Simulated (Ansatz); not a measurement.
Input, command and steps of an Ansatz relaxation.

```yaml
crystal:
  lattice:
    - [4.0242656083, 0.0, 0.0]
    - [0.0, 4.0242656083, 0.0]
    - [0.0, 0.0, 10.2273067066]
  atoms:
    - { symbol: Ga, position: [0.0, 0.0, 0.0] }
    - { symbol: Ga, position: [0.5, 0.5, 0.0] }
    - { symbol: Ga, position: [0.0, 0.5, 0.33914] }
    - { symbol: Ga, position: [0.5, 0.0, 0.66086] }
    - { symbol: P, position: [0.0, 0.0, 0.5] }
    - { symbol: P, position: [0.5, 0.5, 0.5] }
    - { symbol: As, position: [0.5, 0.0, 0.23757] }
    - { symbol: As, position: [0.0, 0.5, 0.76243] }
basis:
  ecutwfc: 420
kpoints:
  mp_grid: { grid: [4, 4, 2] }
hamiltonian:
  xc: pbe
scf:
  occupations: { method: gaussian, width: 0.1 }
  lower_state_search: "off"
output:
  forces: true
  stress: true
  eigenvalues: true
relax:
  adjacent_minimum: "off"
  f_tol: 0.04
  max_steps: 70
  cell: { stress_tol: 0.4 }
```

```bash
ansatz run input.yaml --threads 1 --pin off --max-ram 2560MiB --backend cpu --events-out ev --progress --plain --runs-dir out
```

All numbers below come from Ansatz 0.2.0, DFT PBE, scalar-relativistic, plane waves, PAW.

Of 9 frames 9 are shown, positions in Å and forces in eV/Å; the SCF threshold varies from step to step. Steps run on the plane waves of an earlier cell, with a Pulay correction in the pressure. The basis is chosen afresh for the last frame, the zero of the energies, and at times for earlier ones too; energy and pressure step there, also at an unchanged geometry.

```xyz
8
Lattice="4.0243 0.0000 0.0000 0.0000 4.0243 0.0000 0.0000 0.0000 10.2273" Properties=species:S:1:pos:R:3:forces:R:3 pbc="T T T" step=1 free_energy_over_end_meV_per_atom=264.38 pressure_GPa=-3.28
Ga    0.0000    0.0000    0.0000    0.0000    0.0000    0.0000
Ga    2.0121    2.0121    0.0000    0.0000    0.0000    0.0000
Ga    0.0000    2.0121    3.4685    0.0000    0.0000   -0.8713
Ga    2.0121    0.0000    6.7588    0.0000    0.0000    0.8713
P     0.0000    0.0000    5.1137    0.0000    0.0000    0.0000
P     2.0121    2.0121    5.1137    0.0000    0.0000    0.0000
As    2.0121    0.0000    2.4297    0.0000    0.0000   -0.9408
As    0.0000    2.0121    7.7976    0.0000    0.0000    0.9408
8
Lattice="3.9309 0.0000 0.0000 0.0000 3.9309 0.0000 0.0000 0.0000 9.9619" Properties=species:S:1:pos:R:3:forces:R:3 pbc="T T T" step=2 free_energy_over_end_meV_per_atom=161.00 pressure_GPa=-1.17
Ga    0.0000    0.0000    0.0000    0.0000    0.0000    0.0000
Ga    1.9655    1.9655    0.0000    0.0000    0.0000    0.0000
Ga    0.0000    1.9655    3.2276    0.0000    0.0000   -0.7916
Ga    1.9655    0.0000    6.7344    0.0000    0.0000    0.7916
P     0.0000    0.0000    4.9810    0.0000    0.0000    0.0000
P     1.9655    1.9655    4.9810    0.0000    0.0000    0.0000
As    1.9655    0.0000    2.1770    0.0000    0.0000   -1.1712
As    0.0000    1.9655    7.7849    0.0000    0.0000    1.1712
8
Lattice="3.9043 0.0000 0.0000 0.0000 3.9043 0.0000 0.0000 0.0000 9.8062" Properties=species:S:1:pos:R:3:forces:R:3 pbc="T T T" step=3 free_energy_over_end_meV_per_atom=76.62 pressure_GPa=0.92
Ga    0.0000    0.0000    0.0000    0.0000    0.0000    0.0000
Ga    1.9521    1.9521    0.0000    0.0000    0.0000    0.0000
Ga    0.0000    1.9521    3.0739    0.0000    0.0000   -0.4903
Ga    1.9521    0.0000    6.7322    0.0000    0.0000    0.4903
P     0.0000    0.0000    4.9031    0.0000    0.0000    0.0000
P     1.9521    1.9521    4.9031    0.0000    0.0000    0.0000
As    1.9521    0.0000    1.9593    0.0000    0.0000   -1.4058
As    0.0000    1.9521    7.8469    0.0000    0.0000    1.4058
8
Lattice="3.9077 0.0000 0.0000 0.0000 3.9077 0.0000 0.0000 0.0000 9.7724" Properties=species:S:1:pos:R:3:forces:R:3 pbc="T T T" step=4 free_energy_over_end_meV_per_atom=20.71 pressure_GPa=2.28
Ga    0.0000    0.0000    0.0000    0.0000    0.0000    0.0000
Ga    1.9539    1.9539    0.0000    0.0000    0.0000    0.0000
Ga    0.0000    1.9539    3.0123    0.0000    0.0000   -0.2180
Ga    1.9539    0.0000    6.7602    0.0000    0.0000    0.2180
P     0.0000    0.0000    4.8862    0.0000    0.0000    0.0000
P     1.9539    1.9539    4.8862    0.0000    0.0000    0.0000
As    1.9539    0.0000    1.7661    0.0000    0.0000   -0.6426
As    0.0000    1.9539    8.0063    0.0000    0.0000    0.6426
8
Lattice="3.9699 0.0000 0.0000 0.0000 3.9699 0.0000 0.0000 0.0000 9.8504" Properties=species:S:1:pos:R:3:forces:R:3 pbc="T T T" step=5 free_energy_over_end_meV_per_atom=8.87 pressure_GPa=2.25
Ga    0.0000    0.0000    0.0000    0.0000    0.0000    0.0000
Ga    1.9850    1.9850    0.0000    0.0000    0.0000    0.0000
Ga    0.0000    1.9850    3.0290    0.0000    0.0000    0.2192
Ga    1.9850    0.0000    6.8213    0.0000    0.0000   -0.2192
P     0.0000    0.0000    4.9252    0.0000    0.0000    0.0000
P     1.9850    1.9850    4.9252    0.0000    0.0000    0.0000
As    1.9850    0.0000    1.5944    0.0000    0.0000    0.5737
As    0.0000    1.9850    8.2559    0.0000    0.0000   -0.5737
8
Lattice="4.0527 0.0000 0.0000 0.0000 4.0527 0.0000 0.0000 0.0000 10.0420" Properties=species:S:1:pos:R:3:forces:R:3 pbc="T T T" step=6 free_energy_over_end_meV_per_atom=2.30 pressure_GPa=-1.13
Ga    0.0000    0.0000    0.0000    0.0000    0.0000    0.0000
Ga    2.0264    2.0264    0.0000    0.0000    0.0000    0.0000
Ga    0.0000    2.0264    3.2013    0.0000    0.0000   -0.0968
Ga    2.0264    0.0000    6.8407    0.0000    0.0000    0.0968
P     0.0000    0.0000    5.0210    0.0000    0.0000    0.0000
P     2.0264    2.0264    5.0210    0.0000    0.0000    0.0000
As    2.0264    0.0000    1.6381    0.0000    0.0000   -0.1203
As    0.0000    2.0264    8.4039    0.0000    0.0000    0.1203
8
Lattice="4.0198 0.0000 0.0000 0.0000 4.0198 0.0000 0.0000 0.0000 9.9412" Properties=species:S:1:pos:R:3:forces:R:3 pbc="T T T" step=7 free_energy_over_end_meV_per_atom=0.07 pressure_GPa=-0.10
Ga    0.0000    0.0000    0.0000    0.0000    0.0000    0.0000
Ga    2.0099    2.0099    0.0000    0.0000    0.0000    0.0000
Ga    0.0000    2.0099    3.1183    0.0000    0.0000    0.0764
Ga    2.0099    0.0000    6.8228    0.0000    0.0000   -0.0764
P     0.0000    0.0000    4.9706    0.0000    0.0000    0.0000
P     2.0099    2.0099    4.9706    0.0000    0.0000    0.0000
As    2.0099    0.0000    1.6349    0.0000    0.0000   -0.0077
As    0.0000    2.0099    8.3062    0.0000    0.0000    0.0077
8
Lattice="4.0347 0.0000 0.0000 0.0000 4.0347 0.0000 0.0000 0.0000 9.8291" Properties=species:S:1:pos:R:3:forces:R:3 pbc="T T T" step=8 free_energy_over_end_meV_per_atom=-0.14 pressure_GPa=-0.08
Ga    0.0000    0.0000    0.0000    0.0000    0.0000    0.0000
Ga    2.0174    2.0174    0.0000    0.0000    0.0000    0.0000
Ga    0.0000    2.0174    3.0831    0.0000    0.0000    0.0034
Ga    2.0174    0.0000    6.7460    0.0000    0.0000   -0.0034
P     0.0000    0.0000    4.9146    0.0000    0.0000    0.0000
P     2.0174    2.0174    4.9146    0.0000    0.0000    0.0000
As    2.0174    0.0000    1.6268    0.0000    0.0000   -0.0203
As    0.0000    2.0174    8.2023    0.0000    0.0000    0.0203
8
Lattice="4.0347 0.0000 0.0000 0.0000 4.0347 0.0000 0.0000 0.0000 9.8291" Properties=species:S:1:pos:R:3:forces:R:3 pbc="T T T" step=9 free_energy_over_end_meV_per_atom=0.00 pressure_GPa=-0.08
Ga    0.0000    0.0000    0.0000    0.0000    0.0000    0.0000
Ga    2.0174    2.0174    0.0000    0.0000    0.0000    0.0000
Ga    0.0000    2.0174    3.0831    0.0000    0.0000    0.0034
Ga    2.0174    0.0000    6.7460    0.0000    0.0000   -0.0034
P     0.0000    0.0000    4.9146    0.0000    0.0000    0.0000
P     2.0174    2.0174    4.9146    0.0000    0.0000    0.0000
As    2.0174    0.0000    1.6268    0.0000    0.0000   -0.0203
As    0.0000    2.0174    8.2023    0.0000    0.0000    0.0203
```

The start puts this composition into another compound's structure type, which needn't suit it. At the end the space group is P4/nmm (tolerance 0.05 Å).

Time: 100 s on 1 thread of Arm Neoverse V1 (shared host), peak memory 0.45 GiB.

The k mesh is coarse.